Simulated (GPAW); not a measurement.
Wanted: an ASE script for a GPAW 26.7.0 run.

| Quantity | Value |
| --- | --- |
| Task | band structure |
| Functional | PBEsol |
| Potentials or basis | PAW data sets generated in the run's folder for this functional |
| Cutoff | 600 eV |
| Basis | pw |
| k mesh | 6 × 6 × 6 |
| Occupations | fermi-dirac, width 0.05 eV |
| Spin | spin-orbit coupling, no magnetisation |
| Maxiter | 150 |
| Band path | GXWKGLUWLK,UX |
| Band points | 80 |
| spin axis theta (degrees) | 90 |
| spin axis phi (degrees) | 0 |
| Soc after scf | second variation |

The system is Sn.

```
Sn
1.0
     0.00000    3.23334    3.23334
     3.23334    0.00000    3.23334
     3.23334    3.23334    0.00000
Sn
2
Cartesian
  1.6167 1.6167 1.6167
  0.0000 0.0000 0.0000
```

This isn't the form of Sn at room conditions, which is tetragonal (white tin).

One way to write it, as run:

run.py

```python
import numpy as np
from ase.dft.bandgap import bandgap
from ase.io import write
from ase.spacegroup import crystal
from ase.units import GPa
from gpaw import GPAW, PW, setup_paths
from gpaw.spinorbit import soc_eigenstates

setup_paths.insert(0, '.')

# Sn 8a
atoms = crystal(['Sn'],
                basis=[[0.25, 0.25, 0.25]],
                spacegroup=227, setting=1,  # Fd-3m
                cellpar=[6.4666856, 6.4666856, 6.4666856, 90.0, 90.0, 90.0],
                primitive_cell=True)

calc = GPAW(mode=PW(600),
            xc='PBEsol',
            kpts={'size': (6, 6, 6), 'gamma': True},
            occupations={'name': 'fermi-dirac', 'width': 0.05},
            nbands=24,
            convergence={'density': 1e-05, 'energy': 1e-05},
            maxiter=150,
            txt='gpaw.txt')
atoms.calc = calc
energy = atoms.get_potential_energy()
forces = atoms.get_forces()
stress = atoms.get_stress()
calc.write('gs.gpw')
write('result.traj', atoms)
print(f'Energy: {energy:.6f} eV')
print('Forces (eV/A):')
print(forces.round(4))
print('Stress (GPa):', (stress / GPa).round(3))
print('Fermi level:', round(calc.get_fermi_level(), 4), 'eV')
print(f'Gap: {bandgap(calc)[0]:.4f} eV, direct: {bandgap(calc, direct=True)[0]:.4f} eV')

path = atoms.cell.bandpath('GXWKGLUWLK,UX', npoints=80, eps=1e-4)
bs_calc = calc.fixed_density(kpts=path, symmetry='off', nbands=38,
                             convergence={'bands': 'CBM+6.0', 'eigenstates': 1e-6}, txt='bands.txt')
bs = bs_calc.band_structure()
bs.write('bs.json')
print(f'Gap on the path: {bandgap(bs_calc)[0]:.4f} eV')

soc = soc_eigenstates(bs_calc, theta=90, phi=0)
np.savetxt('soc_bands.dat', soc.eigenvalues(), fmt='%.4f')
mesh = soc_eigenstates('gs.gpw', theta=90, phi=0)
np.savetxt('soc_mesh.dat', mesh.eigenvalues(), fmt='%.4f')
print('Fermi level with spin-orbit coupling:', round(mesh.fermi_level, 4), 'eV')
```

Potentials or basis: PAW data sets generated in the run's folder for this functional, pw.

Launch:

```bash
$ gpaw-setup -f PBEsol Sn
$ OMP_NUM_THREADS=1 python run.py
```

It gave:

The pressure is 1.3 GPa and the band gap along the path is none (metal or under the smearing width).

Caveat: spin-orbit coupling was added after a scalar SCF, so levels and gaps hold it while energy, forces, pressure and moments don't; this program's spin-orbit splittings come out too wide for heavy elements.

It took 100 s on 1 thread of Arm Neoverse V1 (shared host), peak memory 0.36 GiB.
